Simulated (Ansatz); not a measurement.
**Response of Te to small distortions**

```xyz
3
Lattice="4.4580 0.0000 0.0000 -2.2290 3.8607 0.0000 0.0000 0.0000 5.9250" Properties=species:S:1:pos:R:3 pbc="T T T"
Te    3.3212    0.0000    1.9750
Te   -1.6606    2.8763    3.9500
Te    0.5684    0.9845    0.0000
```

Atoms are numbered in the order listed.

The conventional cell has a = 4.458 Å, b = 4.458 Å, c = 5.925 Å, α = 90.00°, β = 90.00°, γ = 120.00°. Te (atom 1) has 2 Te at 2.79 Å as nearest neighbours.

The cell is COD entry 1531230, as deposited and not checked against the literature; nothing was relaxed.

No spin–orbit coupling, which matters for the heavy atoms here.

All numbers below come from Ansatz 0.2.0, DFT, PBE, PAW with Ansatz's default frozen-core files, scalar-relativistic.

Settings: a Γ-centred 9×9×6 k mesh, Fermi–Dirac smearing of 0.08 eV, cutoff 420 eV, no spin polarisation.

The unchanged cell is at 3.14 GPa.

x, y and z are the Cartesian axes of the cell as listed; fractional coordinates follow a strain, and an engineering shear is twice the off-diagonal strain component.

(1) One change gave: energy change +7.7 meV/atom; stress change (xx, yy, zz, yz, xz, xy) -0.70, 0.90, 0.11, 1.65, 0.75, -0.18 GPa, compression positive; change of the force on Te3 (-0.114, 0.104, 0.313) eV/Å. Which change was it?
A. equal xy, yz and zx engineering shear strains of -3 %
B. equal xy, yz and zx engineering shear strains of +3 %
C. equal xy, yz and zx engineering shear strains of -1 %
D. equal xy, yz and zx engineering shear strains of +2 %
E. equal xy, yz and zx engineering shear strains of -2 %
F. equal xy, yz and zx engineering shear strains of +1 %

Answers

(1) A. For equal xy, yz and zx engineering shear strains of -1 %: energy change +0.9 meV/atom; stress change (xx, yy, zz, yz, xz, xy) -0.25, 0.27, 0.01, 0.54, 0.27, -0.06 GPa, compression positive; change of the force on Te3 (-0.039, 0.033, 0.105) eV/Å. For equal xy, yz and zx engineering shear strains of +2 %: energy change +3.4 meV/atom; stress change (xx, yy, zz, yz, xz, xy) 0.53, -0.44, 0.05, -1.05, -0.61, 0.13 GPa, compression positive; change of the force on Te3 (0.080, -0.058, -0.212) eV/Å. For equal xy, yz and zx engineering shear strains of -2 %: energy change +3.4 meV/atom; stress change (xx, yy, zz, yz, xz, xy) -0.48, 0.57, 0.05, 1.09, 0.52, -0.12 GPa, compression positive; change of the force on Te3 (-0.076, 0.068, 0.209) eV/Å. For equal xy, yz and zx engineering shear strains of +1 %: energy change +0.9 meV/atom; stress change (xx, yy, zz, yz, xz, xy) 0.26, -0.24, 0.01, -0.53, -0.29, 0.06 GPa, compression positive; change of the force on Te3 (0.039, -0.030, -0.105) eV/Å. For equal xy, yz and zx engineering shear strains of +3 %: energy change +7.6 meV/atom; stress change (xx, yy, zz, yz, xz, xy) 0.81, -0.61, 0.11, -1.55, -0.94, 0.21 GPa, compression positive; change of the force on Te3 (0.122, -0.084, -0.318) eV/Å.
